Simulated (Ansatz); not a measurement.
# Computed properties of VBiO4 (I4_1/amd)

All numbers come from the plane-wave code Ansatz. The values are computed, non-magnetic, and not measurements.

A 12-atom cell of VBiO4 (I4_1/amd) from a materials database, relaxed with r2SCAN. Space group I4_1/amd (No. 141), tetragonal; conventional cell a = 7.304 Å, c = 6.441 Å, 14.31 Å³ an atom. Around V lie 4 O at 1.71 Å; around Bi lie 8 O at 2.39–2.51 Å; around O lie 1 V at 1.71 Å and 2 Bi at 2.39–2.51 Å.

Relaxed lattice by functional, symmetry kept:
```csv
functional,k mesh,a (Å),c (Å),volume (Å³/atom)
PBE,6×6×6,7.399,6.473,14.76
r2SCAN,6×6×6,7.304,6.441,14.31
```

Gaps on the r2SCAN cell, each the least over its mesh and the special points:
```tsv
level	k mesh	gap (eV)	kind	edges	least direct gap (eV)
PBE	6×6×6	2.60	indirect	Γ–Z (0.75) → Γ–Z (0.70)	2.61
PBE+SOC	6×6×6	2.39	indirect	Γ–Z (0.75) → (0.318, 0.323, -0.323)	2.40
r2SCAN	6×6×6	2.86	indirect	Γ–Z (0.75) → (0.318, 0.323, -0.323)	2.87
HSE06	4×4×4	3.74	indirect	Γ–Z (0.75) → (0.318, 0.323, -0.323)	3.75
PBE0	4×4×4	4.45	indirect	Γ–Z (0.75) → (0.318, 0.323, -0.323)	4.45
```
PBE: smearing of 0.02 eV; the others have fixed occupations.
Wave cutoffs: 420 eV, 500 eV (r2SCAN).
Points off the special ones are mesh points or PBE's searched band edges, reused at the other levels.

The HSE06 gap is indirect, 3.74 eV (Γ–Z (0.75 of the way from Γ) to k = (0.318, 0.323, -0.323)), below the direct gap of 3.75 eV at Γ–Z (0.75 of the way from Γ). Least and direct gap differ so little that the kind isn't settled. Spin-orbit coupling changes the PBE gap by -0.21 eV, to 2.39 eV.

r2SCAN covers 23 % of the step from PBE to HSE06. For gaps to 0.1 eV, spin-orbit coupling (up to 0.21 eV here) has to be included. Direct and least gap lie within 0.04 eV at some levels, so the kind of gap isn't settled.

r2SCAN (ground state on 4×4×4): ε∞: 4.83 along x and y, 6.34 along z. Born charges, averaged over directions: V +4.14, Bi +5.74, O -2.47 e. The program notes that the ground state's band table doesn't vouch for all the bands that the response reads.

Only the levels marked +SOC include spin-orbit coupling.

Coordinates of k points refer to the reciprocal vectors of the primitive cell of the runs.

The meshes of the hybrids are coarse, so their gaps aren't converged to the digits shown.
